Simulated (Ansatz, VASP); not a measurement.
# Two plane-wave programs on Mo

INCAR

```
SYSTEM = Mo
PREC = Accurate
ENCUT = 600
EDIFF = 1E-6
ISMEAR = 0
SIGMA = 0.1
LREAL = .FALSE.
LASPH = .TRUE.
NELM = 100
ALGO = Normal
ISIF = 3
LWAVE = .FALSE.
LCHARG = .FALSE.
GGA = PS
IBRION = 2
NSW = 80
EDIFFG = -0.01
```

The input KPOINTS:

```
Automatic mesh
0
G
  18 18 18
  0 0 0
```

The input POSCAR:

```
Mo
1.0
   -1.5637700161      1.5637700161      1.5637700161
    1.5637700161     -1.5637700161      1.5637700161
    1.5637700161      1.5637700161     -1.5637700161
Mo
1
Direct
    0.0000000000      0.0000000000      0.0000000000
```

Input for Ansatz:

```yaml
crystal:
  lattice:
    - [-1.5637700161, 1.5637700161, 1.5637700161]
    - [1.5637700161, -1.5637700161, 1.5637700161]
    - [1.5637700161, 1.5637700161, -1.5637700161]
  atoms:
    - { symbol: Mo, position: [0.0, 0.0, 0.0] }
basis:
  ecutwfc: 420
kpoints:
  mp_grid: { grid: [18, 18, 18] }
hamiltonian:
  xc: pbesol
scf:
  occupations: { method: gaussian, width: 0.1 }
output:
  forces: true
  stress: true
  eigenvalues: true
relax:
  adjacent_minimum: "off"
  f_tol: 0.01
  max_steps: 60
  cell: { stress_tol: 0.1 }
```

Alike in both runs: task relaxation of cell and atoms; functional PBEsol; k mesh 18 × 18 × 18; occupations gaussian, width 0.1 eV; no spin polarisation.

```csv
,VASP,Ansatz
version,VASP 6.6.1,Ansatz 0.2.0
potentials or method,"VASP PAW PBE potentials, release 64 (Mo_sv)","scalar-relativistic, plane waves, PAW"
plane-wave cutoff (eV),600,420
valence electrons in the cell,14,14
```

Ansatz gave:

| Property | Result |
| --- | --- |
| gap on the k mesh at the Fermi level, each at its own relaxed structure (eV) | none |
| relaxed volume (Å³/atom) | 15.32 |
| relaxed cell length with the largest relative difference (Å) | 2.710 |

Question: Estimate VASP's values.

Answer: gap on the k mesh at the Fermi level, each at its own relaxed structure (eV): none; relaxed volume (Å³/atom): 15.35; relaxed cell length with the largest relative difference (Å): 2.712.

A gap of «none» marks a metal or a gap that the smearing closes.

Caveats: the PAW data sets were made with another functional, which shifts forces and pressure a little (VASP).
